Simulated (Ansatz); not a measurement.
Set up this calculation in Ansatz 0.2.0, as the native input.

```yaml
Task: band structure
Functional: BLYP
Potentials_or_basis: Ansatz PAW
Cutoff: "420 eV (not typed: the program's choice for these potentials)"
k_mesh: 11 × 11 × 11
Occupations: fermi-dirac, width 0.05 eV
Spin: no spin polarisation
Path: "[[\"G\", \"X\", \"L\", \"T\", \"W\", \"R\", \"X1\", \"Z\", \"G\", \"Y\", \"S\", \"W\"], [\"L1\", \"Y\"], [\"Y1\", \"Z\"]]"
Points_for_each_segment_of_the_path: 14
```

The system is Sn.

```
Sn
1.0
    -1.72654    1.77555    2.33834
     1.72654   -1.77555    2.33834
     1.72654    1.77555   -2.33834
Sn
1
Direct
  0.00000 0.00000 0.00000
```

This isn't the form of Sn at room conditions, which is tetragonal (white tin).

The input as run:

input.yaml

```yaml
crystal:
  lattice:
    - [-1.726539, 1.775547, 2.338342]
    - [1.726539, -1.775547, 2.338342]
    - [1.726539, 1.775547, -2.338342]
  atoms:
    - { symbol: Sn, position: [0.0, 0.0, 0.0] }
hamiltonian:
  xc: blyp
  pseudopotentials: { kind: paw }
kpoints:
  mp_grid: { grid: [11, 11, 11] }
  band_path:
    path:
      - [[0.0, 0.0, 0.0], [-0.3862939988, 0.3862939988, 0.3862939988], [-0.2804352521, 0.2804352521, 0.4921527456], [0.0, 0.0, 0.5], [0.25, 0.25, 0.25], [0.0, 0.5, 0.0], [0.3862939988, 0.6137060012, -0.3862939988], [0.5, 0.5, -0.5], [0.0, 0.0, 0.0], [0.3941412533, -0.3941412533, 0.3941412533], [0.5, 0.0, 0.0], [0.25, 0.25, 0.25]]
      - [[0.2804352521, -0.2804352521, 0.5078472544], [0.3941412533, -0.3941412533, 0.3941412533]]
      - [[0.6058587467, 0.3941412533, -0.3941412533], [0.5, 0.5, -0.5]]
    npoints: 14
scf:
  occupations: { method: fermi_dirac, width: 0.05 }
  n_extra_bands: 6
output:
  forces: true
  stress: true
  eigenvalues: true
  fatbands: false
```

Potentials or basis: Ansatz PAW.

Command:

```console
$ ansatz run input.yaml --threads 2 --pin off --max-ram 5632MiB --backend cpu --events-out ev --progress --plain --runs-dir out
```

Results of the run:

```
Pressure               : 3.1 GPa
Band gap on the k mesh : none (metal or under the smearing width)
```

Caveat: spin-orbit coupling is left out, which moves the levels of the heavy elements; the PAW data sets come from PBE, with cores solved anew for the run's functional, which leaves a small shift of forces and pressure.

Run time: 3.6 s on 2 threads of Arm Neoverse V1 (shared host), peak memory 0.34 GiB.
